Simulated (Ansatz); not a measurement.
# CdS (Greenockite) (P6_3mc) in Ansatz: a series of runs

One crystal, CdS (Greenockite), is run at these levels: LDA, RPBE+D3(BJ); tasks: elastic constants, single point, equation of state.

Program: Ansatz 0.2.0. These are calculated values, not measurements. Logs are shortened: lines on timing, memory, paths and dates and some standing lists are left out, and cuts for length are marked.

**Experimental background.**

From “Isotope dependence of band-gap energy”, 2008, arxiv:0807.2152, for a bulk crystal of CdS: band gap 2.5809 ± 0.0002 eV.

The runs below are set against these values where they give the same quantity.

## 1. Starting point

It takes space group P6_3mc (No. 186, hexagonal). Conventional cell: a = 4.150 Å, b = 4.150 Å, c = 6.737 Å, α = 90.00°, β = 90.00°, γ = 120.00°. Cd (site symmetry 3m) has 4 S at 2.53 to 2.54 Å as nearest neighbours. S (site symmetry 3m) has 4 Cd at 2.53 to 2.54 Å as nearest neighbours.

## 2. Elastic constants, LDA

File input.yaml:

```yaml
crystal:
  lattice:
    - [4.15, 0.0, 0.0]
    - [-2.075, 3.5940054257, 0.0]
    - [0.0, 0.0, 6.737]
  atoms:
    - { symbol: Cd, position: [0.6666666667, 0.3333333333, 0.5] }
    - { symbol: Cd, position: [0.3333333333, 0.6666666667, 0.0] }
    - { symbol: S, position: [0.6666666667, 0.3333333333, 0.875] }
    - { symbol: S, position: [0.3333333333, 0.6666666667, 0.375] }
hamiltonian:
  xc: lda
  pseudopotentials: { kind: paw }
kpoints:
  mp_grid: { grid: [6, 6, 4] }
scf:
  occupations: { method: fixed }
output:
  forces: true
  stress: true
elastic:
  mode: relaxed_ion
  stencil: two_point
```

Potentials or basis: Ansatz PAW.

Command:

```bash
> ansatz run input.yaml --threads 2 --pin off --max-ram 5120MiB --backend cpu --events-out ev --progress --plain --runs-dir out
```

Standard output:

```text
Warning: RAYON_NUM_THREADS=2 ignored (pool sized by the plan → 2); use --threads N
Engine: ansatz 0.2.0, aarch64-unknown-linux-gnu
Pseudopotentials: kind: paw
Pseudopotential: Cd, paw, valence charge 20, recommended cutoff 420 eV (normal), Cd.paw.azcp
Pseudopotential: S, paw, valence charge 6, recommended cutoff 420 eV (normal), S.paw.azcp
Functional definition: SPW92
  exchange = slater_x
  correlation = pw_c
Crystal: 4 atoms, lattice volume = 100.483 Å³
Basis set: ecut = 420 eV, 1973 PW (Γ)
Bands: 32, of which v1, the nominal top of the filled ones, is band 26 counted from 1 (25 counted from 0)
Symmetry: 12 space group operations
Space group: P63mc (ITA 186), of the structure as read, at distance tolerance 4.6e-5 Å
k-points: 21 of 144 (time reversal used)
Non-local potential: Cd, projectors of the file, l = 0: 3, l = 1: 2, l = 2: 2, l = 3: 1
Non-local potential: S, projectors of the file, l = 0: 2, l = 1: 2, l = 2: 2
PAW form: soft (Blöchl's): semilocal exchange-correlation on the pseudo side does not see the compensation charge
PAW frozen core: Cd, regenerated for the run's functional, and the local potential with it (the file was generated under x = pbe(κ = 0.804, μ = 0.2195149727645171), c = pbe(β = 0.06672455060314922))
PAW frozen core: S, regenerated for the run's functional, and the local potential with it (the file was generated under x = pbe(κ = 0.804, μ = 0.2195149727645171), c = pbe(β = 0.06672455060314922))
PAW one-centre angular grid: Cd, 590 points (default); XC on 64 Gauss nodes
PAW one-centre angular grid: S, 110 points (default); XC on 64 Gauss nodes
Initial density: superposition of atomic densities (neutral atoms: chi_scale 0, normalization atom), corrected by the library's trained network
Initial wavefunctions: pseudopotential atomic-orbital guess
Functional: x = slater, c = lda
SCF iter   1: F=—  HF=-17977.260248 eV  |F-HF|=—  |Δ(HF+E_count)|=         —  Δρ=8.30e-3  dr2=6.87e-2  ethr=1.77e-3  ⟨swp⟩=4.8  Hψ=2274  notcnv=0  defer=82
preconditioner: auto → Resta (q_TF=auto, 2.445 Å⁻¹)  ε∞=4.8  [insulator: Δε(μ)=0.812 eV  Ē_g=11.384 eV  n_scr=22 (ndim 8)  ℏωp=22.2 eV  f_vac=0.131  ε∞_Penn≈4.8]
SCF iter   2: F=—  HF=-17977.241969 eV  |F-HF|=—  |Δ(HF+E_count)|=   1.83e-2  Δρ=3.40e-3  dr2=1.25e-2  ethr=1.32e-4  ⟨swp⟩=3.0  Hψ=1260  notcnv=0  defer=83
SCF iter   3: F=—  HF=-17977.238297 eV  |F-HF|=—  |Δ(HF+E_count)|=   3.67e-3  Δρ=9.53e-4  dr2=8.21e-4  ethr=2.41e-5  ⟨swp⟩=2.0  Hψ=796  notcnv=0  defer=83
SCF iter   4: F=—  HF=-17977.238147 eV  |F-HF|=—  |Δ(HF+E_count)|=   1.50e-4  Δρ=2.68e-4  dr2=9.42e-5  ethr=1.58e-6  ⟨swp⟩=2.3  Hψ=1020  notcnv=0  defer=83
SCF iter   5: F=—  HF=-17977.238146 eV  |F-HF|=—  |Δ(HF+E_count)|=   6.71e-7  Δρ=7.69e-5  dr2=7.58e-6  ethr=1.81e-7  ⟨swp⟩=2.9  Hψ=1125  notcnv=0  defer=36
SCF iter   6: F=—  HF=-17977.238159 eV  |F-HF|=—  |Δ(HF+E_count)|=   1.24e-5  Δρ=1.26e-5  dr2=2.71e-7  ethr=1.46e-8  ⟨swp⟩=2.0  Hψ=704  notcnv=0  defer=36
SCF iter   7: F=—  HF=-17977.238186 eV  |F-HF|=—  |Δ(HF+E_count)|=   2.73e-5  Δρ=3.24e-6  dr2=1.17e-8  ethr=5.22e-10  ⟨swp⟩=2.1  Hψ=915  notcnv=0  defer=36
SCF iter   8: F=—  HF=-17977.238186 eV  |F-HF|=—  |Δ(HF+E_count)|=   6.10e-9  Δρ=5.78e-7  dr2=5.61e-10  ethr=2.26e-11  ⟨swp⟩=2.0  Hψ=758  notcnv=0  defer=36
SCF iter   9: F=—  HF=-17977.238186 eV  |F-HF|=—  |Δ(HF+E_count)|=  2.58e-10  Δρ=2.04e-7  dr2=3.81e-11  ethr=1.08e-12  ⟨swp⟩=2.2  Hψ=940  notcnv=0  defer=36
SCF iter  10: F=—  HF=-17977.238186 eV  |F-HF|=—  |Δ(HF+E_count)|=  3.64e-12  Δρ=3.85e-8  dr2=1.38e-12  ethr=7.32e-14 (applied; sched 1.00e-12)  ⟨swp⟩=2.1  Hψ=1115  notcnv=0  defer=36
SCF iter  11: F=-17977.238186 eV  HF=-17977.238186 eV  |F-HF|=0.00e0  |Δ(HF+E_count)|=  7.28e-12  Δρ=8.38e-9  dr2=9.01e-14  ethr=1.00e-12  ⟨swp⟩=9.1  Hψ=3253  notcnv=0
SCF 1 converged in 11 iterations: F = -17977.238186 eV  dr2 = 9.01e-14
relax step   1: F+E_penalty+E_count = -17977.23818595 eV  Δ(F+E_penalty+E_count) = +0.000e0 eV  max|allowed force component| = 6.059e-2 eV/Å  Δτ_max = 0.0000 Å  (11 SCF iters, accepted)
Initial density: handed on by an earlier stage of this run
Initial wavefunctions: pseudopotential atomic-orbital guess (no wavefunctions were taken with the density)
iter 1 solved again at ethr=1.07e-3 eV; its pass at ethr=3.10e-3 eV (dr2=5.56e-1 eV) is discarded
SCF iter   1: F=—  HF=-17977.481363 eV  |F-HF|=—  |Δ(HF+E_count)|=         —  Δρ=2.60e-2  dr2=5.65e-1  ethr=1.07e-3  ⟨swp⟩=1.0  Hψ=3080  notcnv=0  defer=39
preconditioner: auto → Resta (q_TF=auto, 2.445 Å⁻¹)  ε∞=4.8  [insulator: Δε(μ)=0.910 eV  Ē_g=11.449 eV  n_scr=22 (ndim 8)  ℏωp=22.2 eV  f_vac=0.117  ε∞_Penn≈4.8]
SCF iter   2: F=—  HF=-17977.262719 eV  |F-HF|=—  |Δ(HF+E_count)|=   2.19e-1  Δρ=8.52e-3  dr2=7.46e-2  ethr=1.07e-3  ⟨swp⟩=2.0  Hψ=1015  notcnv=0  defer=83
SCF iter   3: F=—  HF=-17977.237184 eV  |F-HF|=—  |Δ(HF+E_count)|=   2.55e-2  Δρ=1.17e-3  dr2=6.70e-4  ethr=1.43e-4  ⟨swp⟩=2.2  Hψ=1019  notcnv=0  defer=84
[... 296 lines left out ...]
SCF iter   2: F=-17977.238975 eV  HF=-17977.238975 eV  |F-HF|=0.00e0  |Δ(HF+E_count)|=  3.64e-12  Δρ=1.34e-9  dr2=3.25e-15  ethr=1.00e-12  ⟨swp⟩=4.0  Hψ=4530  notcnv=0
SCF 31 converged in 2 iterations: F = -17977.238975 eV  dr2 = 3.25e-15
SCF converged after 7 iterations
Free energy (F): -17977.238995 eV
Harris-Foulkes:  -17977.238995 eV  (|F-HF|=0.00e0)
Internal energy: -17977.238995 eV  (E = F + TS)
E sigma→0 (E₀):  -17977.238995 eV
Fermi energy:    6.448502 eV
--- Per-component energies (eV) ---
  E_band       = -1034.784760
  E_kinetic    = 1222.978023
  E_local      = -8083.325736  (includes V_loc(G=0)·N_el)
  E_nonlocal   = 140.964101
  E_hartree    = 3697.813758
  E_xc         = -542.384103
  E_vxc        = -616.758482  (∫ρ·V_xc dr)
  E_paw        = -9032.778767  (= ΣΔE_a)
  E_vpaw       = -1094.270214  (= ΣTr[D̂ρ^β])
  E_aug_tail   = 0.000026  (compensation charges beyond the density's cutoff)
  E_ewald      = -5382.345830
  E_core_change = 1.839533  (= ΣΔE_core)
  E_smearing   = -0.000000  (= −TS)
  E_closure    = -0.000000  (closes the sum)
  Σ components = -17977.238995   (vs F -17977.238995, Δ=0.00e0)
--- Forces (eV/Å), atoms counted from 1 ---
  atom   1  Cd     0.00000000    -0.00000000     0.00000225
  atom   2  Cd    -0.00000000     0.00000000     0.00000225
  atom   3  S      0.00000000    -0.00000000     0.00000215
  atom   4  S     -0.00000000     0.00000000     0.00000215
  max |Σ_I F_I| component: 8.81e-6 eV/Å
--- Stress (GPa, compression-positive) ---
       -3.171330       0.000000      -0.000000
        0.000000      -3.171330      -0.000000
       -0.000000       0.000000      -3.016648
  P = ⅓ Tr σ = -3.1198 GPa (-31.198 kbar)
--- Band table (eV; the first three rows and the last of 21) ---
  k-point 0: bands = ["-94.6446", "-94.6445", "-55.7941", "-55.7939", "-55.7939", "-55.7938", "-55.7938", "-55.7935", "-5.8442", "-5.4019", "-1.2424", "-1.2363", "-1.2363", "-1.1542", "-1.1542", "-0.8290", "-0.8290", "-0.7370", "-0.7370", "-0.3985", "2.0341", "5.6866", "5.6866", "6.4083", "6.4485", "6.4485", "7.3631", "8.9691", "12.7160", "12.7160", "13.0430", "13.8283"]
[... 3 lines left out ...]
--- Elastic constants: 3 strain directions × 2 members + reference (group order 12) ---
  dense FFT box of the reference and of every strained cell: 30×30×48
  strains applied: 11, 33, 23; error gains: componentwise 1.00 (the most a stress slope's error grows in a printed constant), spectral 1.41 (1 for all six strains in a standard setting)
  reference relaxed by the batch: 5 steps; max|allowed force component| 6.06e-2 eV/Å at the deck's positions, 1.94e-8 at the last accepted step, 4.75e-8 by the solve of record
  largest displacement 6.7e-3 Å; the constants are those of the deck's cell at these positions:
  atoms:
    - { symbol: Cd, position: [0.6666666666666666, 0.3333333333333333, 0.498998738201102] }
    - { symbol: Cd, position: [0.3333333333333333, 0.6666666666666666, -0.0010012617988979444] }
    - { symbol: S, position: [0.6666666666666666, 0.3333333333333333, 0.8760012617988978] }
    - { symbol: S, position: [0.3333333333333333, 0.6666666666666666, 0.3760012617988979] }
  C = ∂σ_k/∂η_j (tension-positive GPa; Voigt order 11 22 33 23 13 12):
        81.855     42.148     34.684      0.000     -0.000      0.000
        42.148     81.855     34.684      0.000     -0.000     -0.000
        34.856     34.856     90.295      0.000     -0.000      0.000
        -0.000     -0.000     -0.000     17.590      0.000     -0.000
         0.000      0.000      0.000      0.000     17.590      0.000
         0.000      0.000      0.000     -0.000     -0.000     19.854
  reference stress σ⁰ (GPa):      3.171      3.171      3.017      0.000      0.000     -0.000
  C* (energy form; C + prestress term) asymmetry max|C*_kj − C*_jk| = 1.758e-2 GPa — a small one proves nothing (zero by symmetry where the batch's group is 432, −43m or m−3m); a large one is finite-difference/SCF noise where every solve meets its electron count
  moduli (Voigt/Reuss/Hill, GPa): K = 53.04/53.04/53.04   G = 20.49/19.95/20.22   E = 53.82   ν = 0.331
  mechanically stable: yes (min eigenvalue of sym C = 17.59 GPa)
  strain η (Voigt 11):  stress-route row diagonal C_11 = 81.86 GPa, energy-path curvature d²(F+E_count+ΔE)/dδ²/Ω₀ = 81.89 GPa
         δ    σ_11 (GPa)             F (eV)   n_scf  n_hpsi   n_pw
    -2.000e-3       3.0073      -17977.2428732       2    8887   1972   relax 4 steps, max|allowed force component| 2.62e-5 eV/Å
     2.000e-3       3.3347      -17977.2349180       2    8864   1982   relax 3 steps, max|allowed force component| 4.50e-6 eV/Å
  strain η (Voigt 33):  stress-route row diagonal C_33 = 90.30 GPa, energy-path curvature d²(F+E_count+ΔE)/dδ²/Ω₀ = 90.23 GPa
         δ    σ_33 (GPa)             F (eV)   n_scf  n_hpsi   n_pw
    -2.000e-3       2.8358      -17977.2426638       2    4769   1972   relax 3 steps, max|allowed force component| 1.15e-6 eV/Å
     2.000e-3       3.1970      -17977.2351020       2    4774   1984   relax 3 steps, max|allowed force component| 1.84e-6 eV/Å
  strain η (Voigt 23):  stress-route row diagonal C_44 = 17.59 GPa, energy-path curvature d²(F+E_count+ΔE)/dδ²/Ω₀ = 16.04 GPa
         δ    σ_23 (GPa)             F (eV)   n_scf  n_hpsi   n_pw
    -2.000e-3      -0.0352      -17977.2389753       2   10682   1974   relax 3 steps, max|allowed force component| 6.78e-7 eV/Å
     2.000e-3       0.0352      -17977.2389753       2   10664   1974   relax 3 steps, max|allowed force component| 1.82e-5 eV/Å
```

Wall time 2.1 min (2 threads of Arm Neoverse V1, shared host); peak memory 0.41 GiB.

What came out:

- Free energy: -17977.2390 eV
- Pressure: -3.1 GPa
- Band gap on the k mesh: 0.91 eV, direct
- Voigt bulk modulus: 53 GPa

Elastic tensor in Voigt notation (GPa, in the Cartesian axes of the cell as first typed):
```
82 42 35  0  0  0
42 82 35  0  0  0
35 35 90  0  0  0
 0  0  0 18  0  0
 0  0  0  0 18  0
 0  0  0  0  0 20
```

Caveat: the cell is more than 3 GPa from zero pressure, which shifts response properties; the PAW data sets come from PBE, with cores solved anew for the run's functional, which leaves a small shift of forces and pressure.

## 3. Single point, RPBE+D3(BJ), 23.61 Å³/atom (volume scaled by 0.94)

File input.yaml:

```yaml
crystal:
  lattice:
    - [4.0652823512, 0.0, 0.0]
    - [-2.0326411756, 3.5206377897, 0.0]
    - [0.0, 0.0, 6.5994716144]
  atoms:
    - { symbol: Cd, position: [0.6666666667, 0.3333333333, 0.5] }
    - { symbol: Cd, position: [0.3333333333, 0.6666666667, 0.0] }
    - { symbol: S, position: [0.6666666667, 0.3333333333, 0.875] }
    - { symbol: S, position: [0.3333333333, 0.6666666667, 0.375] }
hamiltonian:
  xc: rpbe
  pseudopotentials: { kind: paw }
  dispersion: d3bj
kpoints:
  mp_grid: { grid: [7, 7, 4] }
scf:
  occupations: { method: fermi_dirac, width: 0.05 }
output:
  forces: true
  stress: true
  eigenvalues: true
```

Potentials or basis: Ansatz PAW.

Command:

```bash
> ansatz run input.yaml --threads 2 --pin off --max-ram 5120MiB --backend cpu --events-out ev --progress --plain --runs-dir out
```

Wall time 3.3 s (2 threads of Arm Neoverse V1, shared host); peak memory 0.34 GiB.

It converged, with:

```yaml
Free_energy: -18343.8072 eV
Pressure: -0.9 GPa
Largest_force: 0.105 eV/Å
Band_gap_on_the_k_mesh: 1.52 eV, direct
```

Caveat: odd divisions of the mesh miss points on the zone boundary, where band edges often lie, so the gap on the mesh can be too wide; the PAW data sets come from PBE, with cores solved anew for the run's functional, which leaves a small shift of forces and pressure.

## 4. Single point, RPBE+D3(BJ), 24.12 Å³/atom (volume scaled by 0.96)

input.yaml, as its differences from that of step 3:

```diff
@@ -2,5 +2,5 @@
   lattice:
-    - [4.0652823512, 0.0, 0.0]
-    - [-2.0326411756, 3.5206377897, 0.0]
-    - [0.0, 0.0, 6.5994716144]
+    - [4.0939120434, 0.0, 0.0]
+    - [-2.0469560217, 3.5454318304, 0.0]
+    - [0.0, 0.0, 6.6459482979]
   atoms:
```

Command:

```bash
> ansatz run input.yaml --threads 2 --pin off --max-ram 5120MiB --backend cpu --events-out ev --progress --plain --runs-dir out
```

Wall time 3.3 s (2 threads of Arm Neoverse V1, shared host); peak memory 0.34 GiB.

Results (log left out):

```yaml
Free_energy: -18343.7880 eV
Pressure: -2.2 GPa
Largest_force: 0.099 eV/Å
Band_gap_on_the_k_mesh: 1.48 eV, direct
```

Caveat: odd divisions of the mesh miss points on the zone boundary, where band edges often lie, so the gap on the mesh can be too wide; the PAW data sets come from PBE, with cores solved anew for the run's functional, which leaves a small shift of forces and pressure.

## 5. Single point, RPBE+D3(BJ), 24.62 Å³/atom (volume scaled by 0.98)

input.yaml, as its differences from that of step 4:

```diff
@@ -2,5 +2,5 @@
   lattice:
-    - [4.0939120434, 0.0, 0.0]
-    - [-2.0469560217, 3.5454318304, 0.0]
-    - [0.0, 0.0, 6.6459482979]
+    - [4.1221468118, 0.0, 0.0]
+    - [-2.0610734059, 3.5698838571, 0.0]
+    - [0.0, 0.0, 6.6917838725]
   atoms:
```

Command:

```bash
> ansatz run input.yaml --threads 2 --pin off --max-ram 5120MiB --backend cpu --events-out ev --progress --plain --runs-dir out
```

Wall time 3.4 s (2 threads of Arm Neoverse V1, shared host); peak memory 0.34 GiB.

The run converged. Its results:

| Item | Value |
| --- | --- |
| Free energy | -18343.7533 eV |
| Pressure | -3.3 GPa |
| Largest force | 0.094 eV/Å |
| Band gap on the k mesh | 1.43 eV, direct |

Caveat: odd divisions of the mesh miss points on the zone boundary, where band edges often lie, so the gap on the mesh can be too wide; the PAW data sets come from PBE, with cores solved anew for the run's functional, which leaves a small shift of forces and pressure.

## 6. Single point, RPBE+D3(BJ), 25.12 Å³/atom

input.yaml, as its differences from that of step 5:

```diff
@@ -2,5 +2,5 @@
   lattice:
-    - [4.1221468118, 0.0, 0.0]
-    - [-2.0610734059, 3.5698838571, 0.0]
-    - [0.0, 0.0, 6.6917838725]
+    - [4.15, 0.0, 0.0]
+    - [-2.075, 3.5940054257, 0.0]
+    - [0.0, 0.0, 6.737]
   atoms:
@@ -22 +22,5 @@
   eigenvalues: true
+  write_density: true
+  write_potential: true
+  elf: true
+  volumetric_format: npy
```

Potentials or basis: Ansatz PAW.

Command:

```bash
> ansatz run input.yaml --threads 2 --pin off --max-ram 5120MiB --backend cpu --events-out ev --progress --plain --runs-dir out
```

Wall time 5.3 s (2 threads of Arm Neoverse V1, shared host); peak memory 0.36 GiB.

It converged, with:

```yaml
Free_energy: -18343.7048 eV
Pressure: -4.4 GPa
Largest_force: 0.089 eV/Å
Band_gap_on_the_k_mesh: 1.38 eV, direct
```

Caveat: odd divisions of the mesh miss points on the zone boundary, where band edges often lie, so the gap on the mesh can be too wide; the PAW data sets come from PBE, with cores solved anew for the run's functional, which leaves a small shift of forces and pressure.

## 7. Single point, RPBE+D3(BJ), 25.62 Å³/atom (volume scaled by 1.02)

input.yaml, as its differences from that of step 6:

```diff
@@ -2,5 +2,5 @@
   lattice:
-    - [4.15, 0.0, 0.0]
-    - [-2.075, 3.5940054257, 0.0]
-    - [0.0, 0.0, 6.737]
+    - [4.1774842447, 0.0, 0.0]
+    - [-2.0887421223, 3.6178074798, 0.0]
+    - [0.0, 0.0, 6.7816171943]
   atoms:
@@ -22,5 +22 @@
   eigenvalues: true
-  write_density: true
-  write_potential: true
-  elf: true
-  volumetric_format: npy
```

Command:

```bash
> ansatz run input.yaml --threads 2 --pin off --max-ram 5120MiB --backend cpu --events-out ev --progress --plain --runs-dir out
```

Wall time 3.8 s (2 threads of Arm Neoverse V1, shared host); peak memory 0.35 GiB.

Results (log left out):

```yaml
Free_energy: -18343.6440 eV
Pressure: -5.3 GPa
Largest_force: 0.084 eV/Å
Band_gap_on_the_k_mesh: 1.34 eV, direct
```

Caveat: odd divisions of the mesh miss points on the zone boundary, where band edges often lie, so the gap on the mesh can be too wide; the PAW data sets come from PBE, with cores solved anew for the run's functional, which leaves a small shift of forces and pressure.

## 8. Single point, RPBE+D3(BJ), 26.13 Å³/atom (volume scaled by 1.04)

input.yaml, as its differences from that of step 7:

```diff
@@ -2,5 +2,5 @@
   lattice:
-    - [4.1774842447, 0.0, 0.0]
-    - [-2.0887421223, 3.6178074798, 0.0]
-    - [0.0, 0.0, 6.7816171943]
+    - [4.2046115259, 0.0, 0.0]
+    - [-2.1023057629, 3.6413003944, 0.0]
+    - [0.0, 0.0, 6.8256549035]
   atoms:
```

Command:

```bash
> ansatz run input.yaml --threads 2 --pin off --max-ram 5120MiB --backend cpu --events-out ev --progress --plain --runs-dir out
```

Run time: 3.8 s. Hardware: 2 threads of Arm Neoverse V1, shared host; peak memory 0.35 GiB.

Results (log left out):

```
Free energy            : -18343.5723 eV
Pressure               : -6.1 GPa
Largest force          : 0.079 eV/Å
Band gap on the k mesh : 1.29 eV, direct
```

Caveat: odd divisions of the mesh miss points on the zone boundary, where band edges often lie, so the gap on the mesh can be too wide; the PAW data sets come from PBE, with cores solved anew for the run's functional, which leaves a small shift of forces and pressure.

## 9. Single point, RPBE+D3(BJ), 26.63 Å³/atom (volume scaled by 1.06)

input.yaml, as its differences from that of step 8:

```diff
@@ -2,5 +2,5 @@
   lattice:
-    - [4.2046115259, 0.0, 0.0]
-    - [-2.1023057629, 3.6413003944, 0.0]
-    - [0.0, 0.0, 6.8256549035]
+    - [4.2313932131, 0.0, 0.0]
+    - [-2.1156966065, 3.6644940159, 0.0]
+    - [0.0, 0.0, 6.8691315847]
   atoms:
```

Potentials or basis: Ansatz PAW.

Command:

```bash
> ansatz run input.yaml --threads 2 --pin off --max-ram 5120MiB --backend cpu --events-out ev --progress --plain --runs-dir out
```

Wall time 3.9 s (2 threads of Arm Neoverse V1, shared host); peak memory 0.35 GiB.

The run converged. Its results:

- Free energy: -18343.4908 eV
- Pressure: -6.9 GPa
- Largest force: 0.075 eV/Å
- Band gap on the k mesh: 1.24 eV, direct

Caveat: odd divisions of the mesh miss points on the zone boundary, where band edges often lie, so the gap on the mesh can be too wide; the PAW data sets come from PBE, with cores solved anew for the run's functional, which leaves a small shift of forces and pressure.

## 10. Equation of state, RPBE+D3(BJ)

This step only gathers the single runs of the series.

Results:

* Equilibrium volume: 23.31 Å³/atom (rough: see the caveat)
* Bulk modulus at fixed shape and positions: 69 GPa (rough)

Energy against volume, from the lowest point:
```csv
volume (Å³/atom),energy (meV/atom)
23.614,0.00
24.116,4.80
24.618,13.48
25.121,25.60
25.623,40.80
26.126,58.73
26.628,79.10
```

Caveat: the potentials were made for another functional, which shifts forces and pressure; the minimum lies outside the volumes run; the cell was scaled at fixed shape and fractional positions, which overstates the stiffness of a crystal with free parameters, most of all of layers and chains.

## 11. Comparison with measurements

Step 2. Against the measured gap of CdS, 2.5809 eV (quoted in “Isotope dependence of band-gap energy”, 2008, arxiv:0807.2152), the calculated 0.91 eV is off by -1.67 eV. So large a miss can be the level of theory's own, or it may mean another phase, state or a wrong row. Spin-orbit coupling on Cd is left out. The value is that of LDA, without temperature or zero-point motion. Semilocal functionals fall short of measured gaps as a rule.
